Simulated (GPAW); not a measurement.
## TePt in GPAW: convergence with k mesh

Input of the first run (k mesh 2 × 2 × 2); the others differ in this setting and in those tied to it:

Contents of run.py:

```python
from ase import Atoms
from ase.dft.bandgap import bandgap
from ase.io import write
from ase.units import GPa
from gpaw import GPAW, PW

atoms = Atoms(['Pt', 'Te'],
              cell=[[3.55919028, 0.0, 0.0],
                    [0.0, 3.55919028, 0.0],
                    [0.0, 0.0, 3.55919028]],
              scaled_positions=[[0.0, 0.0, 0.0],
                                [0.5, 0.5, 0.5]],
              pbc=True)

calc = GPAW(mode=PW(600),
            xc='LDA',
            kpts={'size': (2, 2, 2), 'gamma': True},
            occupations={'name': 'fermi-dirac', 'width': 0.05},
            nbands=22,
            convergence={'density': 1e-05, 'energy': 1e-05},
            maxiter=100,
            txt='gpaw.txt')
atoms.calc = calc
energy = atoms.get_potential_energy()
forces = atoms.get_forces()
stress = atoms.get_stress()
calc.write('gs.gpw')
write('result.traj', atoms)
print(f'Energy: {energy:.6f} eV')
print('Forces (eV/A):')
print(forces.round(4))
print('Stress (GPa):', (stress / GPa).round(3))
print('Fermi level:', round(calc.get_fermi_level(), 4), 'eV')
print(f'Gap: {bandgap(calc)[0]:.4f} eV, direct: {bandgap(calc, direct=True)[0]:.4f} eV')
```

Potentials or basis: the program's PAW data sets (release 1.2.1) made for this functional, pw.

The run is started by

```bash
$ OMP_NUM_THREADS=1 python run.py
```

Measurements of this composition are mostly on another form, of space group No. 166.

Hardware: 1 thread of Arm Neoverse V2, with other jobs on the host.

Q: The values tried are 2 × 2 × 2, 3 × 3 × 3, 4 × 4 × 4, 5 × 5 × 5, 6 × 6 × 6, 7 × 7 × 7, 8 × 8 × 8, 10 × 10 × 10, loosest first. From which on does the energy stay within 1 meV/atom of the tightest run that finished?

A: From 7 × 7 × 7 on.

| k mesh | energy less the tightest run, at zero smearing (meV/atom) | pressure (GPa) | SCF cycles | CPU time (s) | peak memory (GiB) |
| --- | --- | --- | --- | --- | --- |
| 2 × 2 × 2 | 453.00 | -11.23 | 11 | 3.9 | 0.13 |
| 3 × 3 × 3 | 51.40 | -16.62 | 9 | 3.5 | 0.14 |
| 4 × 4 × 4 | -21.30 | -17.19 | 9 | 6.3 | 0.14 |
| 5 × 5 × 5 | 5.23 | -16.35 | 9 | 6.3 | 0.14 |
| 6 × 6 × 6 | -3.37 | -17.14 | 9 | 11 | 0.15 |
| 7 × 7 × 7 | -0.07 | -17.05 | 9 | 11 | 0.15 |
| 8 × 8 × 8 | 0.95 | -17.02 | 9 | 18 | 0.16 |
| 10 × 10 × 10 | 0.00 | -17.09 | 9 | 28 | 0.18 |

Against the tightest run, the pressure stays within 0.1 GPa from 6 × 6 × 6 on. Meshes of other sizes hit other points, so gaps and Fermi surfaces needn't settle smoothly. The tightest run that finished is the yardstick and may itself not be fully converged.

Caveat, for the tightest run too: so large a pressure means that the cell lies far from this level's equilibrium, or that cutoff or potentials fall short. The run has no spin-orbit coupling, so splittings on Pt, Te are missing.
